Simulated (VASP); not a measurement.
# Sr (Fd-3m) in VASP: further runs

One crystal, Sr, is run at these levels: LDA; tasks: single point, relaxation of cell and atoms.

Everything below comes from runs of VASP 6.6.1. Logs are shortened: lines on timing, memory, paths and dates and some standing lists are left out, and cuts for length are marked.

## 1. The structure

The structure is cubic, space group Fd-3m (No. 227). The conventional cell has a = 9.209 Å, b = 9.209 Å, c = 9.209 Å, α = 90.00°, β = 90.00°, γ = 90.00°. Sr (site symmetry -43m) is surrounded by 4 Sr at 3.99 Å.

This isn't the form of Sr at room conditions, which is fcc.

## 2. Single point, LDA

Input file INCAR:

```
  PREC = Accurate
  ENCUT = 520
  EDIFF = 1E-6
  ISMEAR = -1
  SIGMA = 0.1
  LREAL = False
  LASPH = True
  NELM = 60
  ALGO = Fast
  ISIF = 2
  LWAVE = False
  LCHARG = False
  GGA = CA
  NBANDS = 17
```

Input file KPOINTS:

```
regular mesh
0
Gamma
  10 10 10
```

Input file POSCAR:

```
Sr
1.0
    0.0000000000      4.6045990693      4.6045990693
    4.6045990693      0.0000000000      4.6045990693
    4.6045990693      4.6045990693      0.0000000000
Sr
2
Direct
    0.1250000000      0.1250000000      0.1250000000
    0.8750000000      0.8750000000      0.8750000000
```

Potentials or basis: VASP PAW LDA potentials, release 64 (Sr_sv).

Started as:

```console
cat potpaw_LDA.64/Sr_sv/POTCAR > POTCAR
mpirun -np 1 vasp_std > vasp.out
```

OUTCAR:

```text
PREC = Accurate
   ENCUT = 520
   EDIFF = 1E-6
   ISMEAR = -1
   LREAL = False
   LASPH = True
   NELM = 60
   ISIF = 2
   GGA = CA

 ion  position               nearest neighbor table
   1  0.125  0.125  0.125-   2 3.99   2 3.99   2 3.99   2 3.99
   2  0.875  0.875  0.875-   1 3.99   1 3.99   1 3.99   1 3.99

  LATTYP: Found a face centered cubic cell.
 ALAT       =     9.2091981386

  Lattice vectors:

 A1 = (   0.0000000000,   4.6045990693,   4.6045990693)
 A2 = (   4.6045990693,   0.0000000000,   4.6045990693)
 A3 = (   4.6045990693,   4.6045990693,   0.0000000000)

Analysis of symmetry for initial positions (statically):
=====================================================================
 Subroutine PRICEL returns:
 Original cell was already a primitive cell.

 Routine SETGRP: Setting up the symmetry group for a
 face centered cubic supercell.

 Subroutine GETGRP returns: Found 48 space group operations
 (whereof 12 operations were pure point group operations)
 out of a pool of 48 trial point group operations.

The static configuration has the point symmetry D_3d.
 The point group associated with its full space group is O_h .

Analysis of symmetry for dynamics (positions and initial velocities):
=====================================================================
 Subroutine PRICEL returns:
 Original cell was already a primitive cell.

 Routine SETGRP: Setting up the symmetry group for a
 face centered cubic supercell.

 Subroutine GETGRP returns: Found 48 space group operations
 (whereof 12 operations were pure point group operations)
 out of a pool of 48 trial point group operations.

The dynamic configuration has the point symmetry D_3d.
 The point group associated with its full space group is O_h .

 Subroutine INISYM returns: Found 48 space group operations
 (whereof 12 operations are pure point group operations),
 and found     1 'primitive' translations

----------------------------------------------------------------------------------------

                                     Primitive cell

  volume of cell :     195.2565

  direct lattice vectors                    reciprocal lattice vectors
     0.000000000  4.604599069  4.604599069    -0.108587087  0.108587087  0.108587087
     4.604599069  0.000000000  4.604599069     0.108587087 -0.108587087  0.108587087
     4.604599069  4.604599069  0.000000000     0.108587087  0.108587087 -0.108587087

  length of vectors
     6.511886453  6.511886453  6.511886453     0.188078352  0.188078352  0.188078352

  position of ions in fractional coordinates (direct lattice)
     0.125000000  0.125000000  0.125000000
     0.875000000  0.875000000  0.875000000

  ion indices of the primitive-cell ions
   primitive index   ion index
                 1           1
                 2           2

----------------------------------------------------------------------------------------

 KPOINTS: regular mesh

Automatic generation of k-mesh.
 Grid dimensions read from file:
 generate k-points for:   10   10   10

 Generating k-lattice:

  Cartesian coordinates                     Fractional coordinates (reciprocal lattice)
    -0.010858709  0.010858709  0.010858709     0.100000000  0.000000000  0.000000000
     0.010858709 -0.010858709  0.010858709     0.000000000  0.100000000  0.000000000
     0.010858709  0.010858709 -0.010858709     0.000000000  0.000000000  0.100000000

  Length of vectors
     0.018807835  0.018807835  0.018807835

  Shift w.r.t. Gamma in fractional coordinates (k-lattice)
     0.000000000  0.000000000  0.000000000

 Subroutine IBZKPT returns following result:
 ===========================================

 Found     47 irreducible k-points:

 Following reciprocal coordinates:
            Coordinates               Weight
  0.000000  0.000000  0.000000      1.000000
  0.100000  0.000000  0.000000      8.000000
  0.200000  0.000000  0.000000      8.000000
  0.300000  0.000000  0.000000      8.000000
  0.400000  0.000000  0.000000      8.000000
  0.500000  0.000000  0.000000      4.000000
[... 16 lines left out ...]
  0.300000  0.300000  0.000000      6.000000
  0.400000  0.300000  0.000000     24.000000
 [... further k-points ...]
   k-points           NKPTS =     47   k-points in BZ     NKDIM =     47   number of bands    NBANDS=     17
   number of dos      NEDOS =    301   number of ions     NIONS =      2
   total plane-waves  NPLWV = 110592
   dimension x,y,z NGX =    48 NGY =   48 NGZ =   48
   dimension x,y,z NGXF=    96 NGYF=   96 NGZF=   96
   ions per type =               2
   NGX,Y,Z   is equivalent  to a cutoff of  12.25, 12.25, 12.25 a.u.
   NGXF,Y,Z  is equivalent  to a cutoff of  24.51, 24.51, 24.51 a.u.
 SYSTEM =  unknown system
   PREC   = accura    normal or accurate (medium, high low for compatibility)
   ISTART =      0    job   : 0-new  1-cont  2-samecut
   ICHARG =      2    charge: 1-file 2-atom 10-const
   ISPIN  =      1    spin polarized calculation?
   LNONCOLLINEAR =      F non collinear calculations
   LSORBIT =      F    spin-orbit coupling
   LASPH  =      T    aspherical Exc in radial PAW
   ENCUT  =  520.0 eV  38.22 Ry    6.18 a.u.  12.11 12.11 12.11*2*pi/ulx,y,z
   NELM   =     60;   NELMIN=  2; NELMDL= -5     # of ELM steps
   EDIFF  = 0.1E-05   stopping-criterion for ELM
   LREAL  =      F    real-space projection
   EDIFFG = 0.1E-04   stopping-criterion for IOM
   NSW    =      0    number of steps for IOM
   IBRION =     -1    ionic relax: 0-MD 1-quasi-New 2-CG
   NFREE  =      0    steps in history (QN), initial steepest desc. (CG)
   ISIF   =      2    stress and relaxation
   ISYM   =      2    0-nonsym 1-usesym 2-fastsym
   POTIM  = 0.5000    time-step for ionic-motion
   TEBEG  =    0.0;   TEEND  =   0.0 temperature during run
   PSTRESS=    0.0 pullay stress
   NELECT =      20.0000    total number of electrons
   NUPDOWN=      -1.0000    fix difference up-down
   EMIN   =  10.00;   EMAX   =-10.00  energy-range for DOS
   EFERMI =   0.00;   METHOD = LEGACY
   ISMEAR =    -1;   SIGMA  =   0.10  broadening in eV -4-tet -1-fermi 0-gaus
   EFERMI_NEDOS =   21; number of points for ismear=-14 and -15
   IALGO  =     68    algorithm
   IMIX   =      4    mixing-type and parameters
     AMIX     =   0.40;   BMIX     =  1.00
     AMIX_MAG =   1.60;   BMIX_MAG =  1.00
  volume/ion in A,a.u.               =      97.63       658.83
  Fermi-wavevector in a.u.,A,eV,Ry     =   0.765978  1.447489  7.982843  0.586722
  Thomas-Fermi vector in A             =   1.866217
   LORBIT       =      0    0 simple, 1 ext, 2 COOP (PROOUT), +10 PAW based schemes
   GGA     = CA    functional components
   LHFCALC =     F    Hartree Fock is set to
   AEXX    =    0.0000 exact exchange contribution
   IVDW    =     0    specifies the selected vdW correction
   LEPSILON=     F    determine dielectric tensor
   LRPA    =     F    only Hartree local field effects (RPA)
 non-spin polarized calculation
 RMM-DIIS sequential band-by-band and
  energy-cutoff  :      520.00
  volume of cell :      195.26
 maximum number of plane-waves:      5290
   NGX = 25   NGY = 25   NGZ = 25

 number of electron      20.0000000 magnetization

 Free energy of the ion-electron system (eV)
  ---------------------------------------------------
  ext. energy  EPLUGINS =         0.00000000
  ---------------------------------------------------
  free energy    TOTEN  =        -1.71596501 eV

  energy without entropy =       -1.59255815  energy(sigma->0) =       -1.65426158

 E-fermi :  -0.2402     XC(G=0):  -5.7577

 val. band max:       -0.2438986932   @ k =  -0.4000   0.4000   0.1000
 cond. band min:      -0.2362677288   @ k =  -0.3000   0.3000   0.0000
 fundamental gap:      0.0076309645
 Fermi energy:        -0.2401504735

 k-point     1 :       0.0000    0.0000    0.0000
  band No.  band energies     occupation
      1     -37.5509      2.00000
      2     -37.5277      2.00000
      3     -19.6513      2.00000
      4     -19.6513      2.00000
      5     -19.6513      2.00000
      6     -19.5461      2.00000
[... 9 lines left out ...]
     16       1.2287      0.00000
     17       1.2287      0.00000

 k-point     2 :       0.1000    0.0000    0.0000
  band No.  band energies     occupation
      1     -37.5505      2.00000
      2     -37.5281      2.00000
      3     -19.6523      2.00000
      4     -19.6523      2.00000
      5     -19.6507      2.00000
      6     -19.5468      2.00000
[... 9 lines left out ...]
     16       1.2328      0.00000
     17       1.2328      0.00000

 k-point     3 :       0.2000    0.0000    0.0000
  band No.  band energies     occupation
      1     -37.5493      2.00000
      2     -37.5293      2.00000
      3     -19.6549      2.00000
      4     -19.6549      2.00000
      5     -19.6494      2.00000
      6     -19.5485      2.00000
[... 9 lines left out ...]
     16       1.2661      0.00000
     17       1.2661      0.00000

 k-point     4 :       0.3000    0.0000    0.0000
  band No.  band energies     occupation
      1     -37.5476      2.00000
      2     -37.5310      2.00000
      3     -19.6580      2.00000
      4     -19.6580      2.00000
      5     -19.6477      2.00000
      6     -19.5507      2.00000
[... 9 lines left out ...]
     16       1.3687      0.00000
     17       1.3687      0.00000
[... 343 lines left out ...]
      1     -37.5469      2.00000
      2     -37.5317      2.00000
      3     -19.6648      2.00000
      4     -19.6581      2.00000
      5     -19.6401      2.00000
      6     -19.5583      2.00000
[... 9 lines left out ...]
     16       1.3017      0.00000
     17       1.4896      0.00000

 k-point    23 :       0.3000    0.3000    0.0000
  band No.  band energies     occupation
      1     -37.5461      2.00000
      2     -37.5325      2.00000
      3     -19.6650      2.00000
      4     -19.6650      2.00000
      5     -19.6302      2.00000
      6     -19.5685      2.00000
[... 9 lines left out ...]
     16       1.2208      0.00000
     17       1.2208      0.00000

 k-point    24 :       0.4000    0.3000    0.0000
  band No.  band energies     occupation
      1     -37.5444      2.00000
      2     -37.5342      2.00000
      3     -19.6680      2.00000
      4     -19.6673      2.00000
      5     -19.6237      2.00000
      6     -19.5752      2.00000
[... 9 lines left out ...]
     16       1.2742      0.00000
     17       1.3947      0.00000

 [... further k-points ...]

------------------------ aborting loop because EDIFF is reached ----------------------------------------

  FORCE on cell =-STRESS in cart. coord.  units (eV):
  Direction    XX          YY          ZZ          XY          YZ          ZX
  --------------------------------------------------------------------------------------
  -------------------------------------------------------------------------------------
  Total       -0.0170093     -0.0170093     -0.0170093      0.0000000     -0.0000000     -0.0000000
  in kB       -0.1395698     -0.1395698     -0.1395698      0.0000000     -0.0000000     -0.0000000
  external PRESSURE =      -0.1395698 kB  Pullay stress =       0.0000000 kB

 VOLUME and BASIS-vectors are now :
 -----------------------------------------------------------------------------
  energy-cutoff  :      520.00
  volume of cell :      195.26
      direct lattice vectors                 reciprocal lattice vectors
     0.000000000  4.604599069  4.604599069    -0.108587087  0.108587087  0.108587087
     4.604599069  0.000000000  4.604599069     0.108587087 -0.108587087  0.108587087
     4.604599069  4.604599069  0.000000000     0.108587087  0.108587087 -0.108587087

 POSITION                                       TOTAL-FORCE (eV/Angst)
 -----------------------------------------------------------------------------------
      1.15115      1.15115      1.15115        -0.000000      0.000000      0.000000
      8.05805      8.05805      8.05805         0.000000     -0.000000     -0.000000
 -----------------------------------------------------------------------------------
    total drift:                                0.000000      0.000000      0.000000

  FREE ENERGIE OF THE ION-ELECTRON SYSTEM (eV)
  ---------------------------------------------------
  free  energy   TOTEN  =        -1.7159650116 eV

  energy  without entropy=       -1.5925581489  energy(sigma->0) =       -1.65426158
```

It took 95 s on 1 thread of Intel Xeon Platinum 8488C (Sapphire Rapids), shared host; peak memory 0.32 GiB.

What came out:

| Quantity | Value |
| --- | --- |
| Free energy | -1.7160 eV |
| Pressure | 0.0 GPa |
| Band gap on the k mesh | none (metal or under the smearing width) |

Levels at points of the mesh, in eV from the Fermi level:
| k point | band 6 | band 7 | band 8 | band 9 | band 10 | band 11 | band 12 | band 13 | band 14 | band 15 |
| --- | --- | --- | --- | --- | --- | --- | --- | --- | --- | --- |
| (0.00, 0.00, 0.00) | -19.31 | -19.31 | -19.31 | -2.79 | 0.70 | 0.70 | 0.70 | 0.83 | 0.83 | 1.47 |
| (0.50, 0.00, 0.00) | -19.31 | -19.30 | -19.30 | -1.82 | -0.69 | 0.64 | 0.69 | 0.69 | 0.89 | 0.89 |
| (0.50, 0.50, 0.00) | -19.36 | -19.29 | -19.29 | -1.01 | -1.01 | 0.13 | 0.13 | 0.93 | 0.93 | 1.48 |

## 3. Single point, LDA

Input file INCAR:

```
SYSTEM = Sr
ALGO     = Normal         ! electronic algorithm
EDIFF    = 1E-6           ! SCF threshold, eV
ENCUT    = 520            ! plane-wave cutoff, eV
GGA      = CA             ! functional
ISIF     = 2              ! what is computed and relaxed
ISMEAR   = -1             ! smearing method
LASPH    = .TRUE.         ! aspherical terms in the spheres
LCHARG   = .TRUE.         ! write CHGCAR
LELF     = .TRUE.         ! ELF
LREAL    = .FALSE.        ! projectors in reciprocal space
LVHAR    = .TRUE.       
LWAVE    = .FALSE.        ! write WAVECAR
NBANDS   = 17             ! bands
NELM     = 80             ! most SCF steps
PREC     = Accurate       ! precision mode
SIGMA    = 0.1            ! smearing width, eV
```

Input file KPOINTS:

```
k-points
0
G
  7 7 7
  0 0 0
```

POSCAR is that of step 2.

Potentials or basis: VASP PAW LDA potentials, release 64 (Sr_sv).

Started as:

```console
cat potpaw_LDA.64/Sr_sv/POTCAR > POTCAR
mpirun -np 1 vasp_std > vasp.out
```

It took 34 s on 1 thread of Intel Xeon Platinum 8488C (Sapphire Rapids), shared host; peak memory 0.26 GiB.

The run converged. Its results:

```
Free energy            : -1.7159 eV
Pressure               : 0.0 GPa
Band gap on the k mesh : none (metal or under the smearing width)
```

Levels at points of the mesh, in eV from the Fermi level:
```csv
k point,band 7,band 8,band 9,band 10,band 11,band 12,band 13,band 14
"(0.00, 0.00, 0.00)",-19.31,-19.31,-2.79,0.70,0.70,0.70,0.83,0.83
```

(Part 1 of 2 ends here.)
